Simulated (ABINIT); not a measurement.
Set up this calculation in ABINIT 10.8.3 (patched build), as the native input.

```yaml
Task: band structure
Functional: PBE
Potentials_or_basis: JTH PAW PBE v2.0
Cutoff: 544 eV
k_mesh: 13 × 13 × 13
Occupations: fermi-dirac, width 0.05 eV
Spin: no spin polarisation
Fine-grid_cutoff: 1088.46 eV
Exchange_and_correlation_inside_the_PAW_spheres: full angular mesh (pawxcdev 0, this build's default; the released program takes 1)
```

The system is Cu.

```
Cu
1.0
     0.00000    1.80750    1.80750
     1.80750    0.00000    1.80750
     1.80750    1.80750    0.00000
Cu
1
Direct
  0.00000 0.00000 0.00000
```

These files were run (other wordings do the same):

run.abi

```
# Datasets: ground state, then fixed potential
ndtset 2

# Pseudopotentials
pp_dirpath "./"
pseudos "Cu.GGA_PBE-JTH.xml"

# Structure
acell 2.556191014 2.556191014 2.556191014 Angstrom
rprim
     0.0000000000     0.7071067812     0.7071067812
     0.7071067812     0.0000000000     0.7071067812
     0.7071067812     0.7071067812     0.0000000000
ntypat 1
znucl 29
natom 1
typat 1
xred
     0.0000000000     0.0000000000     0.0000000000

# Plane-wave basis
ecut 544.227725 eV
pawecutdg 40.0

# Exchange and correlation
ixc 11

# Bands and occupations
occopt 3
tsmear 0.05 eV

# SCF cycle
nstep 100

# Output
iomode 3
prtwf 0
prteig 0
prtebands 0
enunit 1
prtden1 1

# Dataset 1
kptopt1 1
ngkpt1 13 13 13
nshiftk1 1
shiftk1 0.0 0.0 0.0
nband1 14
tolvrs1 1.0e-9

# Dataset 2: bands along G-X-W-K-G-L-U-W-L-K
iscf2 -2
getden2 1
nband2 18
nbdbuf2 2
tolwfr2 1.0e-12
kptopt2 -9
ndivsm2 8
prteig2 1
kptbounds2
     0.0000000000     0.0000000000     0.0000000000
     0.5000000000     0.0000000000     0.5000000000
     0.5000000000     0.2500000000     0.7500000000
     0.3750000000     0.3750000000     0.7500000000
     0.0000000000     0.0000000000     0.0000000000
     0.5000000000     0.5000000000     0.5000000000
     0.6250000000     0.2500000000     0.6250000000
     0.5000000000     0.2500000000     0.7500000000
     0.5000000000     0.5000000000     0.5000000000
     0.3750000000     0.3750000000     0.7500000000
```

Potentials or basis: JTH PAW PBE v2.0.

Command:

```sh
$ abinit run.abi > log 2>&1
```

It gave:

| Quantity | Value |
| --- | --- |
| Band gap on the k mesh | none (metal or under the smearing width) |
| Valence electrons inside the program's atomic spheres | Cu 17.37 (radii [1.0588] Å) |

Wall time 29 s on 1 thread of Arm Neoverse V1 (shared host), peak memory 0.1 GiB.
